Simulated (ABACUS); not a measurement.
# In under changes of volume

One of the cells (26.144 Å³/atom); the others are scaled copies at fixed shape and fractional positions:

```
CELL_PARAMETERS angstrom
-1.62547 1.62547 2.47370
1.62547 -1.62547 2.47370
1.62547 1.62547 -2.47370
ATOMIC_POSITIONS crystal
In 0.00000 0.00000 0.00000
```

| Property | Result |
| --- | --- |
| Program | ABACUS 3.10.1 |
| Functional | PBE |
| Potentials or basis | PseudoDojo NC SR 0.4.1 PBE standard |
| Cutoff | 1361 eV |
| Density cutoff | 5442 eV |
| Basis | DZP LCAO (the cutoffs set its grid) |
| k mesh | 11 × 11 × 11 |
| Occupations | fermi-dirac, width 0.05 eV |
| Spin | no spin polarisation |

```csv
volume (Å³/atom),energy over the lowest point (meV/atom),pressure (GPa)
24.575,?,?
25.098,41.63,5.0
25.621,27.34,3.9
26.144,16.32,2.9
26.666,8.29,2.0
27.189,3.03,1.3
27.712,0.00,0.6
```

What does the run at 24.575 Å³/atom give?

Energy over the lowest point 59.75 meV/atom; pressure 6.2 GPa.

Worked out: A Birch-Murnaghan fit of order 3 (a polynomial in V^(-2/3)) to the other rows has its minimum at 28.19 Å³/atom, just outside them, with B0 = V·E''(V) = 32 GPa and B' = 5.0 at fixed shape and positions, which overstates the stiffness. It gives 59.70 meV/atom at 24.575 Å³/atom, against the run's 59.75, and -dE/dV = 6.2 GPa, against 6.2.

Energies are extrapolated to zero smearing.

Caveats: the atomic orbitals were generated for these runs and aren't a published set; the basis of atomic orbitals isn't converged, which shifts pressures, moduli and gaps.
